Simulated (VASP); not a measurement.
# Sr (Im-3m) in VASP: notebook

One crystal, Sr, is run at these levels: PBE; tasks: single point.

Everything below comes from runs of VASP 6.6.1. Logs are shortened: lines on timing, memory, paths and dates and some standing lists are left out, and cuts for length are marked.

**1. Starting point**

Symmetry: Im-3m, No. 229, cubic system. The conventional cell has a = 4.850 Å, b = 4.850 Å, c = 4.850 Å, α = 90.00°, β = 90.00°, γ = 90.00°. Sr (site symmetry m-3m) is surrounded by 8 Sr at 4.20 Å.

This isn't the form of Sr at room conditions, which is fcc.

**2. Single point, PBE (strained and moved within the space group)**

File INCAR:

```
  PREC = Accurate
  ENCUT = 520
  EDIFF = 1E-6
  ISMEAR = 0
  SIGMA = 0.1
  LREAL = F
  LASPH = T
  NELM = 80
  ALGO = Normal
  ISIF = 2
  LWAVE = F
  LCHARG = F
  GGA = PE
  NBANDS = 11
```

File KPOINTS:

```
regular mesh
0
Gamma
  12 12 12
```

File POSCAR:

```
Sr
1.0
   -2.5372290000      2.5372290000      2.5372290000
    2.5372290000     -2.5372290000      2.5372290000
    2.5372290000      2.5372290000     -2.5372290000
Sr
1
Direct
    0.0000000000      0.0000000000      0.0000000000
```

Potentials or basis: VASP PAW PBE potentials, release 64 (Sr_sv).

Command:

```bash
cat potpaw_PBE.64/Sr_sv/POTCAR > POTCAR
mpirun -np 1 vasp_std > vasp.out
```

OUTCAR:

```text
PREC = Accurate
   ENCUT = 520
   EDIFF = 1E-6
   ISMEAR = 0
   LREAL = F
   LASPH = T
   NELM = 80
   ISIF = 2
   GGA = PE

 ion  position               nearest neighbor table
   1  0.000  0.000  0.000-

  LATTYP: Found a body centered cubic cell.
 ALAT       =     5.0744580000

  Lattice vectors:

 A1 = (  -2.5372290000,   2.5372290000,   2.5372290000)
 A2 = (   2.5372290000,  -2.5372290000,   2.5372290000)
 A3 = (   2.5372290000,   2.5372290000,  -2.5372290000)

Analysis of symmetry for initial positions (statically):
=====================================================================
 Subroutine PRICEL returns:
 Original cell was already a primitive cell.

 Routine SETGRP: Setting up the symmetry group for a
 body centered cubic supercell.

 Subroutine GETGRP returns: Found 48 space group operations
 (whereof 48 operations were pure point group operations)
 out of a pool of 48 trial point group operations.

The static configuration has the point symmetry O_h .

Analysis of symmetry for dynamics (positions and initial velocities):
=====================================================================
 Subroutine PRICEL returns:
 Original cell was already a primitive cell.

 Routine SETGRP: Setting up the symmetry group for a
 body centered cubic supercell.

 Subroutine GETGRP returns: Found 48 space group operations
 (whereof 48 operations were pure point group operations)
 out of a pool of 48 trial point group operations.

The dynamic configuration has the point symmetry O_h .

 Subroutine INISYM returns: Found 48 space group operations
 (whereof 48 operations are pure point group operations),
 and found     1 'primitive' translations

----------------------------------------------------------------------------------------

                                     Primitive cell

  volume of cell :      65.3340

  direct lattice vectors                    reciprocal lattice vectors
    -2.537229000  2.537229000  2.537229000     0.000000000  0.197065381  0.197065381
     2.537229000 -2.537229000  2.537229000     0.197065381  0.000000000  0.197065381
     2.537229000  2.537229000 -2.537229000     0.197065381  0.197065381  0.000000000

  length of vectors
     4.394609538  4.394609538  4.394609538     0.278692535  0.278692535  0.278692535

  position of ions in fractional coordinates (direct lattice)
     0.000000000  0.000000000  0.000000000

  ion indices of the primitive-cell ions
   primitive index   ion index
                 1           1

----------------------------------------------------------------------------------------

 KPOINTS: regular mesh

Automatic generation of k-mesh.
 Grid dimensions read from file:
 generate k-points for:   12   12   12

 Generating k-lattice:

  Cartesian coordinates                     Fractional coordinates (reciprocal lattice)
     0.000000000  0.016422115  0.016422115     0.083333333  0.000000000  0.000000000
     0.016422115  0.000000000  0.016422115     0.000000000  0.083333333  0.000000000
     0.016422115  0.016422115  0.000000000     0.000000000  0.000000000  0.083333333

  Length of vectors
     0.023224378  0.023224378  0.023224378

  Shift w.r.t. Gamma in fractional coordinates (k-lattice)
     0.000000000  0.000000000  0.000000000

 Subroutine IBZKPT returns following result:
 ===========================================

 Found     72 irreducible k-points:

 Following reciprocal coordinates:
            Coordinates               Weight
  0.000000  0.000000  0.000000      1.000000
  0.083333  0.000000  0.000000     12.000000
  0.166667  0.000000  0.000000     12.000000
  0.250000  0.000000  0.000000     12.000000
  0.333333  0.000000  0.000000     12.000000
  0.416667  0.000000  0.000000     12.000000
[... 16 lines left out ...]
  0.333333  0.083333  0.083333     24.000000
  0.416667  0.083333  0.083333     12.000000
 [... further k-points ...]
   k-points           NKPTS =     72   k-points in BZ     NKDIM =     72   number of bands    NBANDS=     11
   number of dos      NEDOS =    301   number of ions     NIONS =      1
   total plane-waves  NPLWV =  46656
   dimension x,y,z NGX =    36 NGY =   36 NGZ =   36
   dimension x,y,z NGXF=    72 NGYF=   72 NGZF=   72
   ions per type =               1
   NGX,Y,Z   is equivalent  to a cutoff of  13.62, 13.62, 13.62 a.u.
   NGXF,Y,Z  is equivalent  to a cutoff of  27.24, 27.24, 27.24 a.u.
 SYSTEM =  unknown system
   PREC   = accura    normal or accurate (medium, high low for compatibility)
   ISTART =      0    job   : 0-new  1-cont  2-samecut
   ICHARG =      2    charge: 1-file 2-atom 10-const
   ISPIN  =      1    spin polarized calculation?
   LNONCOLLINEAR =      F non collinear calculations
   LSORBIT =      F    spin-orbit coupling
   LASPH  =      T    aspherical Exc in radial PAW
   ENCUT  =  520.0 eV  38.22 Ry    6.18 a.u.   8.17  8.17  8.17*2*pi/ulx,y,z
   NELM   =     80;   NELMIN=  2; NELMDL= -5     # of ELM steps
   EDIFF  = 0.1E-05   stopping-criterion for ELM
   LREAL  =      F    real-space projection
   EDIFFG = 0.1E-04   stopping-criterion for IOM
   NSW    =      0    number of steps for IOM
   IBRION =     -1    ionic relax: 0-MD 1-quasi-New 2-CG
   NFREE  =      0    steps in history (QN), initial steepest desc. (CG)
   ISIF   =      2    stress and relaxation
   ISYM   =      2    0-nonsym 1-usesym 2-fastsym
   POTIM  = 0.5000    time-step for ionic-motion
   TEBEG  =    0.0;   TEEND  =   0.0 temperature during run
   PSTRESS=    0.0 pullay stress
   NELECT =      10.0000    total number of electrons
   NUPDOWN=      -1.0000    fix difference up-down
   EMIN   =  10.00;   EMAX   =-10.00  energy-range for DOS
   EFERMI =   0.00;   METHOD = LEGACY
   ISMEAR =     0;   SIGMA  =   0.10  broadening in eV -4-tet -1-fermi 0-gaus
   EFERMI_NEDOS =   21; number of points for ismear=-14 and -15
   IALGO  =     38    algorithm
   IMIX   =      4    mixing-type and parameters
     AMIX     =   0.40;   BMIX     =  1.00
     AMIX_MAG =   1.60;   BMIX_MAG =  1.00
  volume/ion in A,a.u.               =      65.33       440.90
  Fermi-wavevector in a.u.,A,eV,Ry     =   0.875713  1.654858 10.433946  0.766873
  Thomas-Fermi vector in A             =   1.995422
   LORBIT       =      0    0 simple, 1 ext, 2 COOP (PROOUT), +10 PAW based schemes
   GGA     = PE    functional components
   LHFCALC =     F    Hartree Fock is set to
   AEXX    =    0.0000 exact exchange contribution
   IVDW    =     0    specifies the selected vdW correction
   LEPSILON=     F    determine dielectric tensor
   LRPA    =     F    only Hartree local field effects (RPA)
 non-spin polarized calculation
 Gauss-broadening in eV      SIGMA  =   0.10
  energy-cutoff  :      520.00
  volume of cell :       65.33
 maximum number of plane-waves:      1830
 NGX is ok and might be reduce to    36

 number of electron      10.0000000 magnetization

 Free energy of the ion-electron system (eV)
  ---------------------------------------------------
  ext. energy  EPLUGINS =         0.00000000
  ---------------------------------------------------
  free energy    TOTEN  =        -1.56904747 eV

  energy without entropy =       -1.55963466  energy(sigma->0) =       -1.56434107

 E-fermi :   1.0685     XC(G=0):  -6.8491

 val. band max:        1.0641960912   @ k =   0.5000   0.5000   0.1667
 cond. band min:       1.0723691280   @ k =   0.5000   0.5000   0.0833
 fundamental gap:      0.0081730368
 Fermi energy:         1.0684796505

 k-point     1 :       0.0000    0.0000    0.0000
  band No.  band energies     occupation
      1     -35.9391      2.00000
      2     -17.8431      2.00000
      3     -17.8431      2.00000
      4     -17.8431      2.00000
      5      -2.3367      2.00000
      6       3.1954      0.00000
      7       3.1954      0.00000
      8       3.1954      0.00000
      9       4.3295      0.00000
     10       4.3295      0.00000
     11       8.4927      0.00000

 k-point     2 :       0.0833    0.0000    0.0000
  band No.  band energies     occupation
      1     -35.9387      2.00000
      2     -17.8502      2.00000
      3     -17.8455      2.00000
      4     -17.8430      2.00000
      5      -2.2359      2.00000
      6       3.1093      0.00000
      7       3.1328      0.00000
      8       3.2887      0.00000
      9       4.2075      0.00000
     10       4.3261      0.00000
     11       8.5825      0.00000

 k-point     3 :       0.1667    0.0000    0.0000
  band No.  band energies     occupation
      1     -35.9375      2.00000
      2     -17.8696      2.00000
      3     -17.8522      2.00000
      4     -17.8430      2.00000
      5      -1.9407      2.00000
      6       2.8631      0.00000
      7       2.8964      0.00000
      8       3.5651      0.00000
      9       4.0755      0.00000
     10       4.3325      0.00000
     11       8.5936      0.00000

 k-point     4 :       0.2500    0.0000    0.0000
  band No.  band energies     occupation
      1     -35.9358      2.00000
      2     -17.8958      2.00000
      3     -17.8613      2.00000
      4     -17.8428      2.00000
      5      -1.4740      2.00000
      6       2.3956      0.00000
      7       2.6448      0.00000
      8       4.0127      0.00000
      9       4.1111      0.00000
     10       4.3815      0.00000
     11       7.6922      0.00000
[... 239 lines left out ...]
 k-point    22 :       0.2500    0.0833    0.0833
  band No.  band energies     occupation
      1     -35.9339      2.00000
      2     -17.9230      2.00000
      3     -17.8698      2.00000
      4     -17.8490      2.00000
      5      -0.7020      2.00000
      6       1.8522      0.00000
      7       2.2145      0.00000
      8       4.2944      0.00000
      9       4.5483      0.00000
     10       4.7470      0.00000
     11       6.3567      0.00000

 k-point    23 :       0.3333    0.0833    0.0833
  band No.  band energies     occupation
      1     -35.9329      2.00000
      2     -17.9358      2.00000
      3     -17.8794      2.00000
      4     -17.8493      2.00000
      5      -0.0646      2.00000
      6       1.4014      0.00000
      7       2.0852      0.00000
      8       4.2386      0.00000
      9       4.6685      0.00000
     10       5.1849      0.00000
     11       5.8256      0.00000

 k-point    24 :       0.4167    0.0833    0.0833
  band No.  band energies     occupation
      1     -35.9325      2.00000
      2     -17.9403      2.00000
      3     -17.8831      2.00000
      4     -17.8494      2.00000
      5       0.3372      2.00000
      6       1.0903      0.75719
      7       2.0413      0.00000
      8       4.1481      0.00000
      9       4.7222      0.00000
     10       5.3041      0.00000
     11       5.8291      0.00000

 [... further k-points ...]
[... 5 lines left out ...]
  --------------------------------------------------------------------------------------
  -------------------------------------------------------------------------------------
  Total       -0.6376904     -0.6376904     -0.6376904      0.0000000      0.0000000     -0.0000000
  in kB      -15.6380084    -15.6380084    -15.6380084      0.0000000      0.0000000     -0.0000000
  external PRESSURE =     -15.6380084 kB  Pullay stress =       0.0000000 kB

 VOLUME and BASIS-vectors are now :
 -----------------------------------------------------------------------------
  energy-cutoff  :      520.00
  volume of cell :       65.33
      direct lattice vectors                 reciprocal lattice vectors
    -2.537229000  2.537229000  2.537229000     0.000000000  0.197065381  0.197065381
     2.537229000 -2.537229000  2.537229000     0.197065381  0.000000000  0.197065381
     2.537229000  2.537229000 -2.537229000     0.197065381  0.197065381  0.000000000

 POSITION                                       TOTAL-FORCE (eV/Angst)
 -----------------------------------------------------------------------------------
      0.00000      0.00000      0.00000         0.000000      0.000000      0.000000
 -----------------------------------------------------------------------------------
    total drift:                               -0.000000      0.000000      0.000000

  FREE ENERGIE OF THE ION-ELECTRON SYSTEM (eV)
  ---------------------------------------------------
  free  energy   TOTEN  =        -1.5690474738 eV

  energy  without entropy=       -1.5596346634  energy(sigma->0) =       -1.56434107
```

It took 24 s on 1 thread of Intel Xeon Platinum 8559C (Emerald Rapids), shared host; peak memory 0.22 GiB.

What came out:

- Free energy: -1.5690 eV
- Pressure: -1.6 GPa
- Band gap on the k mesh: none (metal or under the smearing width)

**3. Single point, PBE (strained and moved within a subgroup)**

File INCAR:

```
SYSTEM = Sr
ALGO = Fast ; EDIFF = 1E-6
ENCUT = 520 ; GGA = PE
ISIF = 2 ; ISMEAR = 0
LASPH = .True. ; LCHARG = .False.
LREAL = .False. ; LWAVE = .False.
NBANDS = 11 ; NELM = 80
PREC = Accurate ; SIGMA = 0.1
```

File KPOINTS:

```
k-points
0
Gamma
  10 10 10
  0 0 0
```

File POSCAR:

```
Sr
1.0
   -2.4818905000      2.5546405000      2.5546405000
    2.4818905000     -2.5546405000      2.5546405000
    2.4818905000      2.5546405000     -2.5546405000
Sr
1
Direct
    0.0000000000      0.0000000000      0.0000000000
```

Potentials or basis: VASP PAW PBE potentials, release 64 (Sr_sv).

Command:

```bash
cat potpaw_PBE.64/Sr_sv/POTCAR > POTCAR
mpirun -np 1 vasp_std > vasp.out
```

Wall time 41 s (1 thread of Intel Xeon Platinum 8559C (Emerald Rapids), shared host); peak memory 0.25 GiB.

It converged, with:

```yaml
Free_energy: -1.5761 eV
Pressure: -1.5 GPa
Band_gap_on_the_k_mesh: none (metal or under the smearing width)
```

Levels at points of the mesh, in eV from the Fermi level:
| k point | band 2 | band 3 | band 4 | band 5 | band 6 | band 7 | band 8 | band 9 |
| --- | --- | --- | --- | --- | --- | --- | --- | --- |
| (0.00, 0.00, 0.00) | -18.90 | -18.90 | -18.90 | -3.42 | 2.04 | 2.18 | 2.18 | 3.17 |
| (0.50, 0.00, 0.00) | -19.01 | -18.94 | -18.90 | -0.99 | -0.04 | 1.27 | 2.94 | 3.60 |
| (0.00, 0.50, 0.00) | -19.01 | -18.94 | -18.90 | -0.93 | 0.04 | 1.11 | 3.08 | 3.70 |
| (0.50, 0.50, 0.50) | -18.98 | -18.98 | -18.98 | -0.01 | 0.04 | 2.87 | 2.87 | 3.23 |

**4. Single point, PBE**

File INCAR:

```
SYSTEM = Sr
ALGO = Normal
EDIFF = 1E-6
ENCUT = 520
GGA = PE
ISIF = 2
ISMEAR = 0
LASPH = .True.
LCHARG = .False.
LREAL = .False.
LWAVE = .False.
NBANDS = 11
NELM = 100
PREC = Accurate
SIGMA = 0.1
```

File KPOINTS:

```
k-points
0
Gamma
  6 6 6
  0 0 0
```

File POSCAR:

```
Sr
1.0
   -2.4250000000      2.4250000000      2.4250000000
    2.4250000000     -2.4250000000      2.4250000000
    2.4250000000      2.4250000000     -2.4250000000
Sr
1
Direct
    0.0000000000      0.0000000000      0.0000000000
```

Command:

```bash
cat potpaw_PBE.64/Sr_sv/POTCAR > POTCAR
mpirun -np 1 vasp_std > vasp.out
```

It took 7.8 s on 1 thread of Intel Xeon Platinum 8375C at 2.90GHz (Ice Lake), shared host; peak memory 0.16 GiB.

The run converged. Its results:

```yaml
Free_energy: -1.6231 eV
Pressure: -0.7 GPa
Band_gap_on_the_k_mesh: none (metal or under the smearing width)
```

Levels at points of the mesh, in eV from the Fermi level:
| k point | band 1 | band 2 | band 3 | band 4 | band 5 | band 6 | band 7 | band 8 | band 9 | band 10 |
| --- | --- | --- | --- | --- | --- | --- | --- | --- | --- | --- |
| (0.00, 0.00, 0.00) | -36.72 | -18.61 | -18.61 | -18.61 | -3.61 | 2.31 | 2.31 | 2.31 | 3.58 | 3.58 |
| (0.50, 0.00, 0.00) | -36.70 | -18.78 | -18.67 | -18.61 | -1.01 | 0.15 | 1.19 | 3.39 | 4.04 | 5.21 |
| (0.50, 0.50, 0.50) | -36.69 | -18.73 | -18.73 | -18.73 | -0.12 | -0.12 | 3.45 | 3.45 | 3.45 | 4.83 |

**5. Summary**

| cell | k mesh | gap on the mesh (eV) | pressure (GPa) |
| --- | --- | --- | --- |
| strained and moved within the space group | 12 × 12 × 12 | none | -1.6 |
| strained and moved within a subgroup | 10 × 10 × 10 | none | -1.5 |
| as given | 6 × 6 × 6 | none | -0.7 |

Alike in all rows: task single point; level PBE; potentials or basis VASP PAW PBE potentials, release 64 (Sr_sv); no spin polarisation; cutoff (eV) 520; smearing gaussian 0.1 eV.

Absolute energies hang on the potentials; compare differences alone.
